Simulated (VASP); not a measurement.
VASP 6.6.1 run: HfO2

INCAR

```
ISIF = 2
EDIFF = 1E-7
LCHARG = .FALSE.
IBRION = -1
NELM = 120
ISYM = 0
LREAL = .FALSE.
NBANDS = 18
ISMEAR = -1
SIGMA = 0.02
ENCUT = 450
LASPH = .TRUE.
PREC = Accurate
LWAVE = .FALSE.
NSW = 0
GGA = PE
```

KPOINTS

```
KPOINTS created by Atomic Simulation Environment
0
Gamma
4 4 4
0 0 0
```

POSCAR

```
Hf O
 1.0000000000000000
     0.0000000000000000    2.4533068497000001    2.4533068497000001
     2.4533068497000001    0.0000000000000000    2.4533068497000001
     2.4533068497000001    2.4533068497000001    0.0000000000000000
 Hf  O
   1   2
Cartesian
  0.0000000000000000  0.0000000000000000  0.0000000000000000
  1.2266534248500001  1.2266534248500001  1.2266534248500001
  3.6799602745500000  3.6799602745500000  3.6799602745500000
```

The recommended PBE PAW datasets give the neutral cell 22 valence electrons.

Command

```
mpirun -np 1 vasp_std
```

Q: Predict the outcome of this run.

A: It converged. Results: gap between bands v and c on the k mesh 4.07 eV; least direct gap on the k mesh 4.07 eV; pressure 29.7 GPa. Band v is the last that the valence electrons fill when counted band by band, and c is the next.

OSZICAR

```
N       E                     dE             d eps       ncg     rms          rms(c)
DAV:   1     0.845554771269E+02    0.84555E+02   -0.11706E+04  1304   0.109E+03
DAV:   2    -0.321217241143E+02   -0.11668E+03   -0.11301E+03  1680   0.281E+02
DAV:   3    -0.355826562253E+02   -0.34609E+01   -0.34470E+01  1494   0.426E+01
DAV:   4    -0.356002529063E+02   -0.17597E-01   -0.17592E-01  1588   0.339E+00
DAV:   5    -0.356003558663E+02   -0.10296E-03   -0.10296E-03  1492   0.239E-01    0.594E+01
DAV:   6    -0.300558579331E+02    0.55445E+01   -0.18541E+01  1352   0.328E+01    0.488E+01
DAV:   7    -0.299970991508E+02    0.58759E-01   -0.60128E-01  1492   0.646E+00    0.309E+01
DAV:   8    -0.299863087014E+02    0.10790E-01   -0.14065E-01  1436   0.354E+00    0.740E+00
DAV:   9    -0.299760836102E+02    0.10225E-01   -0.39324E-02  1416   0.153E+00    0.228E+00
DAV:  10    -0.299760735238E+02    0.10086E-04   -0.26233E-03  1388   0.403E-01    0.125E-01
DAV:  11    -0.299761154333E+02   -0.41910E-04   -0.12906E-04  1514   0.100E-01    0.207E-01
DAV:  12    -0.299761202586E+02   -0.48253E-05   -0.28811E-05  1406   0.372E-02    0.374E-02
DAV:  13    -0.299761210593E+02   -0.80076E-06   -0.13123E-06  1614   0.930E-03    0.490E-03
DAV:  14    -0.299761212919E+02   -0.23258E-06   -0.93984E-08  1154   0.242E-03    0.469E-03
DAV:  15    -0.299761212566E+02    0.35332E-07   -0.94783E-09   946   0.802E-04
   1 F= -.29976121E+02 E0= -.29976121E+02  d E =-.175421E-10
```

These settings aren't sound, so the numbers aren't properties of the crystal.

On sound settings PBE gives a gap of 4.07 eV on its mesh and a pressure of 31.1 GPa for the intended cell.
